Gallium arsenide has a bulk modulus of roughly 70 GPa: a pressure of 0.7 GPa takes about one per cent off its volume. The table gives this modulus for one zinc-blende crystal under eight methods, and the values spread by almost 20 GPa.

Kohn-Sham DFT for zinc-blende GaAs in ABACUS, GPAW and Ansatz, without spin polarisation or spin-orbit coupling; Fermi-Dirac smearing of 0.05 eV. Each bulk modulus is taken at the method's own energy minimum, from an equation of state through seven static-lattice volumes, 0.94 to 1.06 times the given 22.59 Å³/atom. The basis column gives the plane-wave cutoff.

```tsv
method	rung	program	potentials	basis	k mesh	bulk modulus (GPa)
PBE	GGA	ABACUS	PseudoDojo NC SR 0.4.1 PBE standard	1143 eV	8x8x8 2-atom cell	60.50
PBE-D3	GGA	GPAW	GPAW PAW data sets (gpaw data 1.2.1)	600 eV	8x8x8 2-atom cell	66.60
PBEsol-D3(BJ)	GGA	Ansatz	Ansatz PAW	420 eV	8x8x8 2-atom cell	75.10
PBEsol-D4	GGA	GPAW	PAW data sets made by gpaw setup for the functional	600 eV	8x8x8 2-atom cell	75.20
vdW-DF-cx	GGA	GPAW	GPAW PAW data sets (gpaw data 1.2.1)	600 eV	8x8x8 2-atom cell	67.10
m-r2SCAN	meta-GGA	Ansatz	Ansatz PAW	500 eV	8x8x8 2-atom cell	72.40
HSE03	hybrid	Ansatz	Ansatz PAW	420 eV	4x4x4 2-atom cell	71.00
HSEsol	hybrid	Ansatz	Ansatz PAW	420 eV	4x4x4 2-atom cell	78.30
```

Each modulus belongs to the volume at which that method has its own energy minimum. From the largest to the smallest cell the order is PBE, PBE-D3, vdW-DF-cx, HSE03, m-r2SCAN, PBEsol-D4, HSEsol, PBEsol-D3(BJ). The volumes run from 23.74 to 21.98 Å³ per atom, a range of eight per cent. The table lists vdW-DF-cx under GGA, but this functional also contains a non-local correlation term that describes dispersion.

**(a) How far do the moduli follow the cell volumes, and why should a smaller cell be stiffer?**

*Solution.* In seven of the eight rows the order is perfect: each step to a smaller cell brings a larger modulus, from 60.5 GPa with PBE to 78.3 GPa with HSEsol. Some steps are too small to count singly, such as the 0.5 GPa between PBE-D3 and vdW-DF-cx; the overall rise is what matters. PBEsol-D3(BJ) breaks the rule. It has the smallest cell of all, yet its 75.1 GPa is only the third largest modulus.

The rule comes from the shape of the bonding energy. The bulk modulus is $B = V\,\mathrm{d}^2E/\mathrm{d}V^2$, the curvature of the energy $E$ against the volume $V$, multiplied by the volume. When the Ga–As bonds are shortened, the repulsion between overlapping electron clouds rises faster than the attraction, so the energy curve becomes steeper and more strongly bent. A method that places its minimum at shorter bonds therefore reads the modulus on a stiffer part of the curve.

The size of this effect is worth remembering: one per cent less volume gives about five per cent more modulus. It explains why PBE looks so soft. PBE makes the cell too large, and its modulus is read on stretched bonds. Brought to the volume of the given cell, 22.59 Å³ per atom, the PBE modulus rises to about 77 GPa, slightly above the 75 GPa of m-r2SCAN at that same volume.

**(b) How large is the break, measured against a smooth law without adjustable constants?**

*Solution.* Suppose that two methods differ only as if a constant pressure $P$ acted on the crystal. The energy of the second is then that of the first plus $PV$. This term moves the minimum, but it is linear in $V$ and has no curvature. At any chosen volume both methods then have the same modulus, and all minima lie on one common curve.

The curve follows from the equation of state of a single method. Let $B'$ be the rise of the modulus per unit of pressure, taken as constant. A small compression needs the pressure $\mathrm{d}p = -B\,\mathrm{d}V/V$, so that $\mathrm{d}B/B = -B'\,\mathrm{d}V/V$. Integration gives

$$B(V) = B_0\left(\frac{V_0}{V}\right)^{B'},$$

where $V_0$ and $B_0$ are the volume and modulus at the minimum of the starting method.

m-r2SCAN is a sensible start, because it lies in the middle of the range and carries no added dispersion term. It has $V_0 = 22.74$ Å³ per atom, $B_0 = 72.4$ GPa and $B' = 4.59$. For the cell of PBEsol-D3(BJ) this gives

$$B = 72.4\ \text{GPa}\times\left(\frac{22.74}{21.98}\right)^{4.59} \approx 72.4\ \text{GPa}\times 1.17 \approx 85\ \text{GPa}.$$

The calculated modulus is 9.5 GPa lower, a shortfall of about 11 per cent of the predicted value. The starting row lies on the curve by construction; the other six stay within 4.3 GPa of it. If the curve starts from PBE instead, the shortfall grows to about 12 GPa while no other row misses by more than 3.1 GPa. The size of the break thus depends somewhat on the start, but its place does not. The printed output after this text lists the comparison row by row.

For the two hybrids, agreement at the level of a few GPa should not be pressed further. They were run on a coarser mesh of k points than the other rows, and the effect of that on their moduli is untested.

**(c) Why can a method shrink the cell without gaining the full stiffness that belongs to the smaller volume?**

*Solution.* The difference between two methods is not really a constant pressure. Take an added attraction whose pull grows as the atoms approach, as it does for the D3 and D4 terms in the GPAW runs. Its slope pulls the cell inward, and the shorter bonds make the crystal stiffer. But its energy curve bends downward, opposite to the upward bend of the bonding energy, and this lowers the modulus at any fixed volume.

A power law shows how the two effects are tied together. For an attraction $-C/V^n$, with positive constants $C$ and $n$, the inward pull is $nC/V^{n+1}$. The direct contribution to the modulus is $-n(n+1)C/V^{n+1}$, which is $-(n+1)$ times the pull. For a given exponent $n$, a larger $C$ therefore brings more softening along with more contraction.

The dispersion energies of the PBE-D3 and PBEsol-D4 runs, taken per two-atom cell, show this behaviour. At the given volume each term pulls inward with about 1.5 GPa and takes about 3 GPa off the modulus. The loss is about twice the pull, whereas the contraction earns back nearly five times the pull, since that is the size of $B'$. Adding dispersion should thus make such a crystal stiffer on balance, but less so than its smaller cell suggests. The table does not show this directly: on the curve that starts from PBE, PBE-D3 lies about 3 GPa above the prediction and vdW-DF-cx about 2 GPa above, not below. Both rows also differ from the PBE row in program and potentials, which can hide the softening.

Dispersion is not the only source of such a shortfall. HSE03 and HSEsol were run with the same program, potentials, cutoff and mesh, and neither has an added dispersion term. If HSE03 is compressed along its own curve to the HSEsol volume, its modulus rises from 71.0 to 82.5 GPa; HSEsol itself reaches only 78.3 GPa. Much of the error of the coarse mesh should cancel between two runs that share it. The two treat density gradients differently in exchange and correlation, and they may also differ in the range of the screened exchange. The energy difference that results also varies with volume in a curved way.

This is the kind of cause that the break in PBEsol-D3(BJ) requires: whatever draws its cell in also flattens the energy curve. Its D3(BJ) attraction is expected to act in that direction, as D3 and D4 do in the GPAW runs, although its own part of the energy is not listed separately. How much of the break it supplies is a harder question, and PBEsol-D4 helps to answer it, because it uses the same density functional with another dispersion term. The two tabulated moduli are practically equal, but that agreement joins two different cells. At the given volume PBEsol-D3(BJ) is the softer by about 8 GPa.

To produce this gap alone, the D3(BJ) term would have to take about 11 GPa off the modulus, nearly four times what D4 takes. That is a lot to ask of a dispersion correction, and the two rows also differ in program, potentials and cutoff. The PBE rows show what such differences can do. With the D3 part removed, PBE in GPAW is about 6 GPa stiffer at the given volume than PBE in ABACUS, although the functional is the same.

The gap between the two PBEsol rows is therefore probably shared between the dispersion terms and the numerical setup. PBEsol-D4 may lie close to the common curve partly because GPAW gives the stiffer lattice, as it does with PBE.

The break from the curve itself cannot be put down to a change of program. m-r2SCAN and HSEsol use the same program and potentials as PBEsol-D3(BJ), HSEsol also the same cutoff, and at the given volume both are about 9 GPa stiffer. Here the D3(BJ) attraction and the density functional itself can both contribute, besides differences in cutoff or mesh. The GPAW rows hint at the part of the functional: with the dispersion terms removed, PBEsol is about 6 GPa softer than PBE at the given volume, twice what either dispersion term takes off. Their PAW data sets differ as well, so the exact shares remain open. Two PBEsol runs in the same setup, one with D3(BJ) and one without, would show the part that belongs to dispersion.

For practical use, a modulus should be quoted together with the volume at which it was taken. If a GaAs crystal is held at a prescribed lattice constant, its response to a further small, uniform compression is set by the modulus at that volume. With PBE the choice between its own minimum and the given cell changes the answer from 60.5 to about 77 GPa, which is more than most changes of functional in the table do.

Output of the analysis:

```
Modulus against the common curve (GPa, volumes in A^3/atom):
            row  volume  modulus  curve     miss  miss_from_PBE  at_given_volume
            PBE   23.74     60.5  59.46    1.037              0            76.81
         PBE-D3    23.5     66.6  62.29    4.305          3.079               80
  PBEsol-D3(BJ)   21.98     75.1  84.59   -9.493         -12.43            65.73
      PBEsol-D4   22.51     75.2  75.96  -0.7582         -2.989            73.87
      vdW-DF-cx   23.37     67.1  63.84    3.256          1.923            80.31
       m-r2SCAN   22.74     72.4   72.4        0         -1.956            74.68
          HSE03   23.12       71  67.17     3.83          2.261               79
         HSEsol   22.38     78.3  77.98   0.3235         -2.067            74.97
Rank correlation of volume and modulus without PBEsol-D3(BJ): -1
Largest miss of the other rows, start m-r2SCAN (GPa): 4.305
Largest miss of the other rows, start PBE (GPa): 3.079
Direct part of D3 in the modulus at the given volume (GPa): -2.886
Direct part of D4 in the modulus at the given volume (GPa): -3.004
Inward pull of D3 at the given volume (GPa): 1.47
Inward pull of D4 at the given volume (GPa): 1.585
Softening per unit of pull, D3: 1.964
Softening per unit of pull, D4: 1.895
PBEsol-D3(BJ) less PBEsol-D4 at the given volume (GPa): -8.136
Direct part that D3(BJ) would need to explain this gap alone (GPa): -11.14
PBE in GPAW with D3 taken out, at the given volume (GPa): 82.88
The same less PBE in ABACUS (GPa): 6.068
HSEsol less HSE03, each at its own minimum (GPa): 7.3
HSE03 compressed to the HSEsol volume (GPa): 82.51
HSEsol less compressed HSE03 (GPa): -4.206
```
